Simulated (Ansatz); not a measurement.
# Se: the cost of one run

Method: DFT PBE, scalar-relativistic, plane waves, PAW, in Ansatz 0.2.0.

**1. The starting structure**

Symmetry: Fd-3m, No. 227, cubic system. The conventional cell has a = 6.251 Å, b = 6.251 Å, c = 6.251 Å, α = 90.00°, β = 90.00°, γ = 90.00°. Se (site symmetry -43m) has 4 Se at 2.71 Å as nearest neighbours.

Structure file:

```cif
data_structure
_symmetry_space_group_name_H-M 'Fd-3m:1'
_symmetry_Int_Tables_number 227
_cell_length_a 6.2511
_cell_length_b 6.2511
_cell_length_c 6.2511
_cell_angle_alpha 90.000
_cell_angle_beta 90.000
_cell_angle_gamma 90.000
_cell_volume 244.27
loop_
_atom_site_label
_atom_site_type_symbol
_atom_site_symmetry_multiplicity
_atom_site_Wyckoff_symbol
_atom_site_fract_x
_atom_site_fract_y
_atom_site_fract_z
_atom_site_occupancy
Se1 Se 8 a 0.50000 0.00000 0.50000 1
```

The structure comes from the Materials Project (structure only).

**2. A single atom displaced**

What differs from the listed cell: atom 1 (Se) moved by 0.15 Å.

The input, input.yaml:

```yaml
crystal:
  lattice:
    - [0.0, 3.12556657, 3.12556657]
    - [3.12556657, 0.0, 3.12556657]
    - [3.12556657, 3.12556657, 0.0]
  atoms:
    - { symbol: Se, position: [0.5239956495, 0.5239956495, 0.4760043505] }
    - { symbol: Se, position: [0.75, 0.75, 0.75] }
basis:
  ecutwfc: 420
kpoints:
  mp_grid: { grid: [10, 10, 10] }
hamiltonian:
  xc: pbe
scf:
  occupations: { method: gaussian, width: 0.1 }
output:
  forces: true
  stress: true
  eigenvalues: true
```

Launch:

```bash
> ansatz run input.yaml --threads 1 --pin off --max-ram 1331MiB --backend cpu --events-out ev --progress --plain --runs-dir out
```

**Question.** How long does this run take on 1 thread of an x86-64 CPU, shared host, and how much memory does it need?

About 22 s, with a peak of 0.46 GiB.
